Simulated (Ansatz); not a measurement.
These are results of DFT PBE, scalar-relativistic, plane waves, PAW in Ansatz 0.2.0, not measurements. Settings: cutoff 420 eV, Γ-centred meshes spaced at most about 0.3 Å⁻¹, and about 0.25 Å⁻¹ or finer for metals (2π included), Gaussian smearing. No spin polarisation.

All energies are static (0 K, no zero-point motion).

Two forms of Ti3Pb2O2 were relaxed alike.

A.

```
Ti Pb O
1.0
     2.95872    1.70822    4.83003
    -2.95872    1.70822    4.83003
     0.00000   -3.41643    4.83003
Ti Pb O
3 2 2
Direct
  0.50000 0.00000 0.00000
  0.00000 0.00000 0.50000
  0.00000 0.50000 0.00000
  0.00000 0.00000 0.00000
  0.50000 0.50000 0.50000
  0.76857 0.76857 0.76857
  0.23143 0.23143 0.23143
```

B.

```
Ti Pb O
1.0
     3.55481    0.00000    0.00000
     0.00000    3.55481    0.00000
     0.00000    0.00000    9.94842
Ti Pb O
3 2 2
Direct
  0.00000 0.50000 0.00000
  0.50000 0.00000 0.00000
  0.50000 0.50000 0.50000
  0.00000 0.00000 0.32842
  0.00000 0.00000 0.67158
  0.50000 0.50000 0.11719
  0.50000 0.50000 0.88280
```

**Question.** Which is lower in energy, and by how much?

**Answer.** A is lower, by 0.33 eV/atom. A has space group R-3m (No. 166), 20.9 Å³/atom and no gap on its mesh; B has space group P4/mmm (No. 123), 18.0 Å³/atom and no gap. Counting Pb or Ti atoms around O (for each partner element, those within 1.25 times its shortest distance or 1.15 times the sum of covalent radii, where it is the nearest in units of that sum or under 1.3), A has O 3 and B has O 4. The lower one is the more open, so pressure narrows the difference. Both come from invented guesses. The lowest form computed isn't among them: it has space group P-3m1 (No. 164), 16.8 Å³/atom and lies 30 meV/atom below the best shown.

These runs have no spin–orbit coupling, which can matter for Pb. A magnetic state wasn't ruled out in cells without spin, among them R-3m, P4/mmm. Cells relaxed within their symmetry can be saddle points. Some candidate types were left out of the draw beforehand, so a known form may be missing.
